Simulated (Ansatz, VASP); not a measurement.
Two plane-wave programs on B

```xyz
12
Lattice="2.4305 1.4032 4.1541 -2.4305 1.4032 4.1541 0.0000 -2.8065 4.1541" Properties=species:S:1:pos:R:3 pbc="T T T"
B    -1.5627    0.9022    2.8030
B     0.0000   -1.8045    2.8030
B     1.5627    0.9022    2.8030
B    -1.5627   -0.9022    9.6593
B     1.5627   -0.9022    9.6593
B     0.0000    1.8045    9.6593
B    -0.9905    0.5719    4.4582
B     0.0000   -1.1437    4.4582
B     0.9905    0.5719    4.4582
B    -0.9905   -0.5719    8.0041
B     0.9905   -0.5719    8.0041
B     0.0000    1.1437    8.0041
```

Alike in both runs: functional PBE; dispersion D3(BJ); k mesh 9 × 9 × 9; occupations gaussian, width 0.02 eV; no spin polarisation.

Ansatz relaxed the structure, and its values are those at the end. VASP's run is a single point on that final structure, the one shown.

|  | VASP | Ansatz |
| --- | --- | --- |
| version | VASP 6.6.1 | Ansatz 0.2.0 |
| potentials or method | VASP PAW PBE potentials, release 64 (B) | scalar-relativistic, plane waves, PAW |
| plane-wave cutoff (eV) | 520 | 420 |
| valence electrons in the cell | 36 | 36 |

|  | VASP | Ansatz | Ansatz less VASP |
| --- | --- | --- | --- |
| gap on the k mesh at the Fermi level (eV) | 1.38 | 1.39 | +0.003 |
| least direct gap on the mesh (eV) | 1.71 | 1.72 | +0.003 |
| pressure (GPa) | 0.1 | 0.0 | -0.09 |
| rms of the force components (eV/Å) | 0.008 | 0.002 | -0.0061 |

Caveats: an odd mesh through Γ misses points on the zone boundary, where band edges often lie. PBE gaps usually lie below the measured ones, often by a third to a half.
